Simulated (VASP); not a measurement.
HgTe (strained zincblende), PBE single-point calculation: VASP's output and Ansatz's

POSCAR

```
Hg Te
 1.0000000000000000
     0.0000000000000000    3.2891578869000000    3.2727120974999999
     3.2891578869000000    0.0000000000000000    3.2727120974999999
     3.2891578869000000    3.2891578869000000    0.0000000000000000
 Hg  Te
   1   1
Cartesian
  0.0000000000000000  0.0000000000000000  0.0000000000000000
  1.6445789434499998  1.6445789434499998  1.6363560487499995
```

VASP ran with the recommended PBE PAW datasets (18 valence electrons in the cell).

From OUTCAR

```
k-points           NKPTS =     30   k-points in BZ     NKDIM =     30   number of bands    NBANDS=     16

   NELECT =      18.0000    total number of electrons

   dimension x,y,z NGX =    36 NGY =   36 NGZ =   36
   dimension x,y,z NGXF=    72 NGYF=   72 NGZF=   72

  energy-cutoff  :      520.00
  volume of cell :       70.81
      direct lattice vectors                 reciprocal lattice vectors
     0.000000000  3.289157887  3.272712097    -0.152014594  0.152014594  0.152778486
     3.289157887  0.000000000  3.272712097     0.152014594 -0.152014594  0.152778486
     3.289157887  3.289157887  0.000000000     0.152014594  0.152014594 -0.152778486

 k-points in reciprocal lattice and weights: KPOINTS created by Atomic Simulation Env
   0.00000000  0.00000000  0.00000000       0.005
   0.16666667  0.00000000  0.00000000       0.037
   0.33333333 -0.00000000  0.00000000       0.037
   0.50000000  0.00000000  0.00000000       0.019
   0.16666667  0.16666667  0.00000000       0.009
   0.33333333  0.16666667  0.00000000       0.037
   0.50000000  0.16666667  0.00000000       0.037
  -0.33333333  0.16666667  0.00000000       0.037
   ...

 E-fermi :   2.6244

 k-point     1 :       0.0000    0.0000    0.0000
  band No.  band energies     occupation
      1      -9.0454      2.00000
      2      -4.4810      2.00000
      3      -4.4810      2.00000
      4      -4.4802      2.00000
      5      -4.0091      2.00000
      6      -4.0060      2.00000
      7       1.7692      2.00000
      8       2.6048      1.45234
      9       2.6048      1.45234
     10       2.6205      1.09535
     11       6.9199      0.00000
     12       6.9207      0.00000
     13       6.9207      0.00000
     14       9.1095      0.00000
     15      12.0610      0.00000
     16      12.1225      0.00000

 k-point     2 :       0.1667    0.0000    0.0000
  band No.  band energies     occupation
      1      -8.9253      2.00000
      2      -4.4488      2.00000
      3      -4.4481      2.00000
      4      -4.4233      2.00000
      5      -4.0111      2.00000
      6      -4.0085      2.00000
      7       0.2903      2.00000
      8       2.3427      2.00000
      9       2.3562      2.00000
     10       3.3636      0.00000
     11       6.9325      0.00000
     12       7.2666      0.00000
     13       7.2710      0.00000
     14      10.3726      0.00000
     15      11.1601      0.00000
     16      11.1942      0.00000

 k-point     3 :       0.3333   -0.0000    0.0000
  band No.  band energies     occupation
      1      -8.6684      2.00000
      2      -4.3929      2.00000
      3      -4.3913      2.00000
      4      -4.1486      2.00000
      5      -4.0020      2.00000
      6      -4.0011      2.00000
      7      -1.5327      2.00000
      8       1.8997      2.00000
      9       1.9184      2.00000
     10       3.4025      0.00000
     11       7.6402      0.00000
     12       7.6590      0.00000
     13       8.3678      0.00000
     14      10.2509      0.00000
     15      11.4642      0.00000
     16      11.4658      0.00000

 k-point     4 :       0.5000    0.0000    0.0000
  band No.  band energies     occupation
      1      -8.5311      2.00000
      2      -4.3711      2.00000
      3      -4.3690      2.00000
      4      -3.9891      2.00000
      5      -3.9888      2.00000
      6      -3.7320      2.00000
      7      -2.5751      2.00000
      8       1.7038      2.00000
      9       1.7250      2.00000
     10       3.3118      0.00000
     11       7.6719      0.00000
     12       7.6977      0.00000
     13       9.4607      0.00000
     14      10.4164      0.00000
     15      12.5813      0.00000
     16      12.6098      0.00000

 k-point     5 :       0.1667    0.1667    0.0000
  band No.  band energies     occupation
      1      -8.8842      2.00000
      2      -4.4506      2.00000
      3      -4.4154      2.00000
      4      -4.4154      2.00000
      5      -4.0259      2.00000
      6      -3.9950      2.00000
      7       0.2108      2.00000
      8       1.9383      2.00000
      9       1.9383      2.00000
     10       4.0493      0.00000
     11       6.0033      0.00000
     12       7.8584      0.00000
     13       7.8584      0.00000
     14       9.9053      0.00000
     15      11.0598      0.00000
     16      12.2077      0.00000

 k-point     6 :       0.3333    0.1667    0.0000
  band No.  band energies     occupation
      1      -8.6702      2.00000
      2      -4.3920      2.00000
      3      -4.3503      2.00000
      4      -4.2621      2.00000
      5      -4.0097      2.00000
      6      -3.9833      2.00000
      7      -1.1181      2.00000
      8       1.3308      2.00000
      9       1.4763      2.00000
     10       4.4213      0.00000
     11       6.3300      0.00000
     12       8.1944      0.00000
     13       8.4607      0.00000
     14      10.3227      0.00000
     15      11.9866      0.00000
     16      12.2564      0.00000

 ...

  Total        0.6719097      0.6719097      0.6976347      0.0000000     -0.0000000      0.0000000
  in kB       15.2024725     15.2024725     15.7845217      0.0000000     -0.0000000      0.0000000
  external PRESSURE =      15.3964889 kB  Pullay stress =       0.0000000 kB

 POSITION                                       TOTAL-FORCE (eV/Angst)
 -----------------------------------------------------------------------------------
      0.00000      0.00000      0.00000        -0.000000     -0.000000     -0.000000
      1.64458      1.64458      1.63636         0.000000      0.000000      0.000000
 -----------------------------------------------------------------------------------
    total drift:                               -0.000000     -0.000000     -0.000000

  FREE ENERGIE OF THE ION-ELECTRON SYSTEM (eV)
  ---------------------------------------------------
  free  energy   TOTEN  =        -3.6273346790 eV

  energy  without entropy=       -3.6269896938  energy(sigma->0) =       -3.62716219
```

Datasets and cutoffs are each program's own. VASP's cell holds 18 valence electrons and Ansatz's 36. Ansatz's stress includes a Pulay correction; VASP's doesn't.

Problem. What does Ansatz give for the same cell and level of theory?

Solution. gap between bands v and c 0.00 eV; least direct gap 0.00 eV; pressure 1.5 GPa.

Ansatz printed

```
SCF 1 converged in 6 iterations: F = -20793.726714 eV  dr2 = 5.96e-9
  greatest PAW one-centre occupation: 1.000 electrons in one spin orbital (limit 2), on the Hg atom at site 0 (counted from 0), in its partial waves of l = 0
NSCF: frozen V_eff on 8 k-points
SCF converged after 6 iterations
Free energy (F): -20793.726714 eV
Harris-Foulkes:  -20793.726714 eV  (|F-HF|=2.47e-8)
Internal energy: -20793.726369 eV  (E = F + TS)
E sigma→0 (E₀):  -20793.726541 eV
Entropy (-TS):   -0.000345 eV (-0.172 meV/atom)
Fermi energy:    8.003875 eV
--- Per-component energies (eV) ---
  E_band       = -791.351580
  E_kinetic    = 783.578353
  E_local      = -4906.649175  (includes V_loc(G=0)·N_el)
  E_nonlocal   = -237.769955
  E_hartree    = 2378.149673
  E_xc         = -344.308453
  E_vxc        = -365.887191  (∫ρ·V_xc dr)
  E_paw        = -14606.711557  (= ΣΔE_a)
  E_vpaw       = -820.927189  (= ΣTr[D̂ρ^β])
  E_aug_tail   = 0.000710  (compensation charges beyond the density's cutoff)
  E_ewald      = -3860.015966
  E_smearing   = -0.000345  (= −TS)
  E_closure    = -0.000000  (closes the sum)
  Σ components = -20793.726714   (vs F -20793.726714, Δ=0.00e0)
--- Forces (eV/Å), atoms counted from 1 ---
  atom   1  Hg     0.00000000     0.00000000    -0.00000000
  atom   2  Te    -0.00000000    -0.00000000     0.00000000
  max |Σ_I F_I| component: 6.59e-17 eV/Å
--- Stress (GPa, compression-positive) ---
        1.469141       0.000000       0.000000
        0.000000       1.469141       0.000000
        0.000000       0.000000       1.527099
  P = ⅓ Tr σ = 1.4885 GPa (14.885 kbar)
--- Band table (eV; the first three rows and the last of 30) ---
  k-point 0: bands = ["-106.7193", "-55.1762", "-55.1762", "-55.1761", "-28.5966", "-28.5963", "-28.5963", "-28.5904", "-28.5900", "-3.6642", "0.9023", "0.9023", "0.9031", "1.3745", "1.3777", "7.1570", "7.9843", "7.9843", "8.0001", "12.3153", "12.3159", "12.3159"]
  k-point 1: bands = ["-106.7193", "-55.1762", "-55.1762", "-55.1761", "-28.5966", "-28.5963", "-28.5962", "-28.5903", "-28.5899", "-3.5439", "0.9346", "0.9353", "0.9604", "1.3726", "1.3751", "5.6783", "7.7228", "7.7363", "8.7458", "12.3135", "12.6619", "12.6664"]
  k-point 2: bands = ["-106.7193", "-55.1762", "-55.1762", "-55.1761", "-28.5966", "-28.5963", "-28.5961", "-28.5903", "-28.5899", "-3.2869", "0.9906", "0.9922", "1.2360", "1.3817", "1.3826", "3.8557", "7.2802", "7.2989", "8.7879", "13.0388", "13.0577", "13.7357"]
  k-point 29: bands = ["-106.7193", "-55.1762", "-55.1762", "-55.1762", "-28.5972", "-28.5958", "-28.5958", "-28.5900", "-28.5900", "-2.9685", "1.0832", "1.2067", "1.2067", "1.4312", "1.7861", "2.8329", "5.9037", "5.9037", "9.8870", "10.5946", "16.0436", "16.6695"]
```
